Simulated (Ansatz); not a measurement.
La2O3: start and end of a relaxation

The guess for La2O3 was made by a generator: random cell by space group and Wyckoff sites (P4/mmm, No. 123). Lengths were set from tabulated atomic sizes, so they are only a guess.

start.cif

```cif
data_structure
_symmetry_space_group_name_H-M 'P4/mmm'
_symmetry_Int_Tables_number 123
_cell_length_a 3.9842
_cell_length_b 3.9842
_cell_length_c 6.1534
_cell_angle_alpha 90.000
_cell_angle_beta 90.000
_cell_angle_gamma 90.000
_cell_volume 97.68
loop_
_atom_site_label
_atom_site_type_symbol
_atom_site_symmetry_multiplicity
_atom_site_Wyckoff_symbol
_atom_site_fract_x
_atom_site_fract_y
_atom_site_fract_z
_atom_site_occupancy
La1 La 2 f 0.00000 0.50000 0.00000 1
O1 O 2 h 0.50000 0.50000 0.24300 1
O2 O 1 d 0.50000 0.50000 0.50000 1
```

Computed with DFT PBE, scalar-relativistic, plane waves, PAW in Ansatz 0.2.0. Cutoff 420 eV, Gaussian smearing, Γ-centred meshes. Cell and atoms relax first on a coarse mesh and then on a finer one. In between, the cell is made exact in the group found at 0.06 Å. In metals the finer mesh still leaves noise of several meV/atom or more. The steps can't lower the symmetry of their start. No spin polarisation.

end.cif

```cif
data_structure
_symmetry_space_group_name_H-M 'P4/mmm'
_symmetry_Int_Tables_number 123
_cell_length_a 4.5413
_cell_length_b 4.5413
_cell_length_c 5.9209
_cell_angle_alpha 90.000
_cell_angle_beta 90.000
_cell_angle_gamma 90.000
_cell_volume 122.11
loop_
_atom_site_label
_atom_site_type_symbol
_atom_site_symmetry_multiplicity
_atom_site_Wyckoff_symbol
_atom_site_fract_x
_atom_site_fract_y
_atom_site_fract_z
_atom_site_occupancy
La1 La 2 f 0.00000 0.50000 0.00000 1
O1 O 2 h 0.50000 0.50000 0.18806 1
O2 O 1 d 0.50000 0.50000 0.50000 1
```

The symmetry stays P4/mmm (No. 123). The volume per atom grows by 25.0 %, from 19.5 to 24.4 Å³. The shortest distance goes from 1.58 Å (O–O) to 1.85 Å (O–O). The ratio c/a of the conventional cell changes by a factor of 0.84. The energy falls by about 0.66 eV/atom (the start's value is from the coarse mesh).

```json
{
 "Volume per atom": "24.42 Å³",
 "Density": "4.43 g/cm³",
 "Energy over the elements": "−0.99 eV/atom",
 "Gap on the 8×8×6 mesh of the 5-atom cell": "0 eV (a metal)"
}
```

The zero of energy is the elements' standard structures at the same level (O₂ as a molecule); no fitted shifts are applied.

The last run used Gaussian smearing of 0.10 eV. A structure relaxed within its symmetry needn't be a true minimum. In all, the 3 runs took 2 min on 1 thread of Intel(R) Xeon(R) Platinum 8488C (Sapphire Rapids), on a shared host. Another cell of La2O3 relaxed alike, in P-3m1 (a Materials Project cell), lies 2.40 eV/atom lower, so this cell isn't the stable form at this level.
